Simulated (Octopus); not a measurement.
# BAs (F-43m) in Octopus: reference runs

How does BAs come out in PBE? The cell is run as given.

Program: Octopus 16.4. These are calculated values, not measurements. Logs are shortened: lines on timing, memory, paths and dates and some standing lists are left out, and cuts for length are marked.

## Step 1: Starting point

The structure is cubic, space group F-43m (No. 216). Conventional cell: a = 4.777 Å, b = 4.777 Å, c = 4.777 Å, α = 90.00°, β = 90.00°, γ = 90.00°. Around As (site symmetry -43m) lie 4 B at 2.07 Å. B (site symmetry -43m) is surrounded by 4 As at 2.07 Å.

## Step 2: Single point, PBE

File inp:

```
CalculationMode = gs
UnitsOutput = eV_Angstrom
PeriodicDimensions = 3
ExperimentalFeatures = yes
PseudopotentialSet = pseudodojo_pbe
%LatticeParameters
 1*angstrom | 1*angstrom | 1*angstrom
%
%LatticeVectors
 0 | 2.3885 | 2.3885
 2.3885 | 0 | 2.3885
 2.3885 | 2.3885 | 0
%
%ReducedCoordinates
 "As" | 0.75 | 0.75 | 0.75
 "B" | 0 | 0 | 0
%
%Spacing
 0.12991727*angstrom | 0.12991727*angstrom | 0.12991727*angstrom
%
DerivativesOrder = 8
%KPointsGrid
 10 | 10 | 10
%
KPointsUseSymmetries = yes
XCFunctional = gga_x_pbe + gga_c_pbe
SmearingFunction = fermi_dirac
Smearing = 0.05*eV
ExtraStates = 6
Eigensolver = chebyshev_filter
ConvRelDens = 3e-7
MaximumIter = 120
```

Potentials or basis: pseudodojo_pbe (PseudoDojo 0.5, PBE).

Command:

```sh
OMP_NUM_THREADS=1 octopus > out.log
```

out.log:

```text
Running octopus

Version                : 16.4
Optional libraries     :

************************** Calculation Mode **************************
Input: [CalculationMode = gs]
**********************************************************************

Input: [SpinComponents = unpolarized]

******************************* Space ********************************
Octopus will run in 3 dimension(s).
Octopus will treat the system as periodic in 3 dimension(s).
**********************************************************************

Input: [AllElectronType = no]
Input: [PseudopotentialSet = pseudodojo_pbe]
Reading Coordinates from ReducedCoordinates block

****************************** Species *******************************
  Species 'As'
    type             : pseudopotential
    file             : 'As.upf'
    file format      : UPF2
    valence charge   : 15.0
    atomic number    :  33
    form on file     : kleinman-bylander
    lmax             : 2
    llocal           : -1
    projectors per l : 2
    total projectors : 6
    application form : kleinman-bylander
    orbitals         :  9
    bound orbitals   :  9

  Species 'B'
    type             : pseudopotential
    file             : 'B.upf'
    file format      : UPF2
    valence charge   : 3.0
    atomic number    :   5
    form on file     : kleinman-bylander
    lmax             : 1
    llocal           : -1
    projectors per l : 2
    total projectors : 4
    application form : kleinman-bylander
    orbitals         :  4
    bound orbitals   :  4

**********************************************************************

***************************** Symmetries *****************************
Space group No.  216
International: F-43m
Schoenflies: Td^2
Info: The system has    24 symmorphic symmetries that can be used.
  Index                Rotation matrix                      Fractional translations
    1 :     1   0   0     0   1   0     0   0   1      0.000000    0.000000    0.000000
    2 :     0   0  -1     1   0  -1     0   1  -1      0.000000    0.000000    0.000000
    3 :     0  -1   1     0  -1   0     1  -1   0      0.000000    0.000000    0.000000
    4 :    -1   1   0    -1   0   1    -1   0   0      0.000000    0.000000    0.000000
    5 :    -1   0   0    -1   0   1    -1   1   0      0.000000    0.000000    0.000000
    6 :     1  -1   0     0  -1   0     0  -1   1      0.000000    0.000000    0.000000
[... 16 lines left out ...]
   23 :     1   0  -1     0   0  -1     0   1  -1      0.000000    0.000000    0.000000
   24 :     0  -1   1     1  -1   0     0  -1   0      0.000000    0.000000    0.000000
Info: The system also has     0 nonsymmorphic symmetries (not used for electrons).
**********************************************************************

Input: [CurvMethod = curv_affine]
Input: [DerivativesStencil = stencil_stargeneral]

****************************** Lattice *******************************
  Lattice Vectors [A]
    0.000000    2.388500    2.388500
    2.388500    0.000000    2.388500
    2.388500    2.388500    0.000000
  Cell volume =            27.2525 [A^3]
  Reciprocal-Lattice Vectors [A^-1]
   -1.315299    1.315299    1.315299
    1.315299   -1.315299    1.315299
    1.315299    1.315299   -1.315299
  Cell angles [degree]
    alpha =   60.000
    beta  =   60.000
    gamma =   60.000
**********************************************************************

Checking if the generated full k-point grid is symmetric

    47 k-points generated from parameters :
 ---------------------------------------------------
[... 145 lines left out ...]
Input: [MixingScheme = broyden]
Info: Mixing uses    4 steps and restarts after   20 steps.
Input: [LCAOStart = lcao_states]
Input: [LCAOScaleFactor = 1.000]
Input: [LCAOMaximumOrbitalRadius = 10.58 A]

** Warning:
**   Cannot do LCAO for all states because there are not enough atomic orbitals.
**   Required: 15. Available: 13. 2 orbitals will be randomized.

Info: Unnormalized total charge =     18.000047
Info: Renormalized total charge =     18.000000

** Warning:
**   Symmetrization discrepancy ratio (scalar) =  1.12340E-05

Info: Setting up Hamiltonian.
Info: Performing initial LCAO calculation with     13 orbitals.
Info: Getting Hamiltonian matrix elements.

Eigenvalues [eV]
 #st  Spin   Eigenvalue      Occupation
#k =       1, k = (  0.000000,  0.000000,  0.000000)
   1   --   -30.828255       2.000000
   2   --   -30.828180       2.000000
   3   --   -30.828180       2.000000
   4   --   -30.778055       2.000000
   5   --   -30.778055       2.000000
   6   --   -10.687937       2.000000
   7   --     4.288276       2.000000
   8   --     4.288491       2.000000
   9   --     4.288491       2.000000
  10   --     8.384327       2.000000
  11   --     8.384327       2.000000
  12   --     8.384518       2.000000
  13   --    10.021360       0.000859
#k =       2, k = (  0.100000,  0.000000,  0.000000)
   1   --   -30.460865       2.000000
   2   --   -30.459675       2.000000
   3   --   -30.014983       2.000000
   4   --   -30.013701       2.000000
   5   --   -29.905804       2.000000
   6   --   -10.503507       2.000000
   7   --     3.486033       2.000000
   8   --     4.307187       2.000000
   9   --     4.307362       2.000000
  10   --     8.764008       2.000000
  11   --     8.774679       2.000000
  12   --     8.774854       2.000000
  13   --    11.089124       0.000000
[... 45 further k-points ...]
Fermi energy =     9.633763 eV
Generating random wavefunctions for states       14 and above
Orthogonalizing wavefunctions.
Info: Ground-state restart information will be written to 'restart/gs'.
Info: SCF using complex wavefunctions.
Info: Starting SCF iteration.

** Warning:
**   Symmetrization discrepancy ratio (scalar) =  1.09615E-02

*********************** SCF CYCLE ITER #    1 ************************
 etot  = -2.95773273E+03 abs_ev   =  1.51E+02 rel_ev   =  4.64E-01
 ediff =        1.09E+02 abs_dens =  1.61E+00 rel_dens =  8.93E-02
Matrix vector products: 1175
Converged eigenvectors: 0

#  State  KPoint  Eigenvalue [eV]  Occupation    Error
      1      47      -30.837608    2.000000   ( 1.2E-04)
      1      42      -30.837069    2.000000   ( 1.1E-04)
      1      44      -30.836460    2.000000   ( 1.9E-04)
      1      26      -30.835652    2.000000   ( 1.2E-04)
      1      46      -30.835611    2.000000   ( 2.4E-04)
      1      30      -30.835495    2.000000   ( 1.9E-04)
      1      39      -30.835133    2.000000   ( 2.6E-04)
      1      43      -30.834080    2.000000   ( 2.7E-04)
[... 23 lines left out ...]
     15      38       21.658251    0.000000   ( 1.6E-01)
     15      45       21.720273    0.000000   ( 1.6E-01)
     15      30       21.762798    0.000000   ( 1.5E-01)
     15      37       21.970702    0.000000   ( 1.9E-01)
     15      41       22.298729    0.000000   ( 1.7E-01)
     15      47       22.346579    0.000000   ( 1.3E-01)
     15      42       22.358122    0.000000   ( 1.4E-01)
     15      44       23.206841    0.000000   ( 1.7E-01)

Density of states:

%---------------------------------------------------------------------
%---------------------------------------------------------------------
%---------------------------------------------------------------------
%---------------------------------------------------------------------
%---------------------------------------------------------------------
%---------------------------------------------------------------------
%---------------------------------------------------------------------
%---------------------------------------------------------------------
%---------------------------------------------------------------------
%-----------------------------%---%---%%%%%------%-%%%%-%--%%%--------
                                             ^

Fermi energy =     4.764486 eV

**********************************************************************

*********************** SCF CYCLE ITER #    2 ************************
 etot  = -2.96932310E+03 abs_ev   =  2.55E+00 rel_ev   =  7.74E-03
 ediff =        4.26E-01 abs_dens =  4.74E-01 rel_dens =  2.63E-02
Matrix vector products: 1175
Converged eigenvectors: 0
[... 127 lines left out ...]
*********************** SCF CYCLE ITER #   13 ************************
 etot  = -2.96630058E+03 abs_ev   =  5.37E-05 rel_ev   =  1.65E-07
 ediff =        9.49E-07 abs_dens =  4.74E-06 rel_dens =  2.63E-07
Matrix vector products: 1175
Converged eigenvectors: 0

#  State  KPoint  Eigenvalue [eV]  Occupation    Error
      1      47      -31.109880    2.000000   ( 4.3E-08)
      1      42      -31.109403    2.000000   ( 4.3E-08)
      1      44      -31.108779    2.000000   ( 4.4E-08)
      1      26      -31.108142    2.000000   ( 6.3E-08)
      1      46      -31.107980    2.000000   ( 4.5E-08)
      1      30      -31.107928    2.000000   ( 4.5E-08)
      1      39      -31.107563    2.000000   ( 4.5E-08)
      1      43      -31.106726    2.000000   ( 6.4E-08)
[... 23 lines left out ...]
     15      45       20.562050    0.000000   ( 7.4E-02)
     15      39       20.601023    0.000000   ( 6.2E-02)
     15      30       20.672397    0.000000   ( 5.1E-02)
     15      34       20.739951    0.000000   ( 6.0E-02)
     15      46       21.039030    0.000000   ( 7.2E-02)
     15      44       21.551216    0.000000   ( 8.1E-02)
     15      42       21.690077    0.000000   ( 6.5E-02)
     15      47       22.164305    0.000000   ( 6.9E-02)

Density of states:

%---------------------------------------------------------------------
%---------------------------------------------------------------------
%---------------------------------------------------------------------
%---------------------------------------------------------------------
%---------------------------------------------------------------------
%---------------------------------------------------------------------
%---------------------------------------------------------------------
%---------------------------------------------------------------------
%---------------------------------------------------------------------
%-----------------------------%%----%---%%%%%-----%%%%%%%%%-%%%-------
                                               ^

Fermi energy =     5.387390 eV

**********************************************************************

Info: SCF converged in   13 iterations

** Warning:
**   Some of the states are not fully converged!

Info: Number of matrix-vector products:      15275
Info: Finished writing information to 'restart/gs'.

Octopus emitted 17 warnings.
```

Wall time 4.6 min (1 thread of Arm Neoverse V1, shared host); peak memory 0.84 GiB.

Results:

| Item | Value |
| --- | --- |
| Free energy | -2966.3006 eV |
| Band gap on the k mesh | 1.20 eV, indirect (least direct gap 3.29 eV) |
